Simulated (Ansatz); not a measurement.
PbF2 (Fluorocronite):

```
CELL_PARAMETERS angstrom
0.00000 2.96366 2.96366
2.96366 0.00000 2.96366
2.96366 2.96366 0.00000
ATOMIC_POSITIONS crystal
Pb 0.00000 0.00000 0.00000
F 0.75000 0.75000 0.75000
F 0.25000 0.25000 0.25000
```

Base run:

* Program: Ansatz 0.2.0
* Functional: BLYP
* Potentials or basis: Ansatz PAW
* Cutoff: 420 eV (not typed: the program's choice for these potentials)
* k mesh: 8 × 8 × 8
* Occupations: fermi-dirac, width 0.05 eV
* Spin: no spin polarisation

Its results: band gap on the k mesh 4.51 eV, indirect (least direct gap 4.66 eV); pressure 5.0 GPa.

The run is repeated on the same cell with these changes: functional from BLYP to r2SCAN; cutoff from 420 eV (not typed: the program's choice for these potentials) to 500 eV (not typed: the program's choice for these potentials). What comes out?

Band gap on the k mesh 4.93 eV, indirect (least direct gap 5.07 eV); pressure -0.2 GPa.

r2SCAN gives the wider gap, since meta-GGAs in the generalised Kohn-Sham scheme recover part of the derivative discontinuity.

Caveats: spin-orbit coupling is left out, which as a rule narrows the gap of such compounds by several tenths of an eV; the PAW data sets come from PBE, with cores solved anew for the run's functional, which leaves a small shift of forces and pressure.
